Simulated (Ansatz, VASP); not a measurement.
**One calculation of KCl, two programs**

File INCAR:

```
PREC = Accurate ; ENCUT = 520
EDIFF = 1E-8 ; ISMEAR = -1
SIGMA = 0.02 ; LREAL = F
LASPH = T ; NELM = 80
ALGO = Normal ; ISIF = 2
LWAVE = F ; LCHARG = F
GGA = PE ; LEFG = T
NBANDS = 15
```

File KPOINTS:

```
Automatic mesh
0
Gamma
  7 7 7
```

The input POSCAR:

```
KCl
1.0
    3.6340000000      0.0000000000      0.0000000000
    0.0000000000      3.6340000000      0.0000000000
    0.0000000000      0.0000000000      3.7066800000
K Cl
1 1
Direct
    0.0000000000      0.0000000000      0.0000000000
    0.5000000000      0.5000000000      0.5000000000
```

Input for Ansatz:

```yaml
crystal:
  lattice:
    - [3.634, 0.0, 0.0]
    - [0.0, 3.634, 0.0]
    - [0.0, 0.0, 3.70668]
  atoms:
    - { symbol: K, position: [0.0, 0.0, 0.0] }
    - { symbol: Cl, position: [0.5, 0.5, 0.5] }
kpoints:
  mp_grid: { grid: [7, 7, 7] }
scf:
  occupations: { method: fermi_dirac, width: 0.02 }
hamiltonian:
  xc: pbe
  pseudopotentials: { kind: paw }
output:
  forces: true
  stress: true
  eigenvalues: true
  efg: { contact_densities: true }
```

Change from the starting cell: zz strain of +2 %, PAW files.

Alike in both runs: task electric field gradients; functional PBE; k mesh 7 × 7 × 7; occupations fermi-dirac, width 0.02 eV; no spin polarisation.

|  | VASP | Ansatz |
| --- | --- | --- |
| version | VASP 6.6.1 | Ansatz 0.2.0 |
| potentials or method | VASP PAW PBE potentials, release 64 (K_sv, Cl) | PAW with Ansatz's default frozen-core files, scalar-relativistic |
| plane-wave cutoff (eV) | 520 | 420 |
| valence electrons in the cell | 16 | 16 |

Ansatz gave:

- gap on the k mesh at the Fermi level (eV): 5.46
- pressure (GPa): 3.7
- largest component of the traceless stress (GPa): 0.67
- Vzz of the field gradient on the site that differs most (V/Å²): 5.2

**Question.** Which values does VASP return?

**Answer.** gap on the k mesh at the Fermi level (eV): 5.46; pressure (GPa): 3.8; largest component of the traceless stress (GPa): 0.67; Vzz of the field gradient on the site that differs most (V/Å²): 5.0.

The functional is the same, so the differences come from potentials, cutoffs and numerics.

Caveats: an odd mesh through Γ misses points on the zone boundary, where band edges often lie.
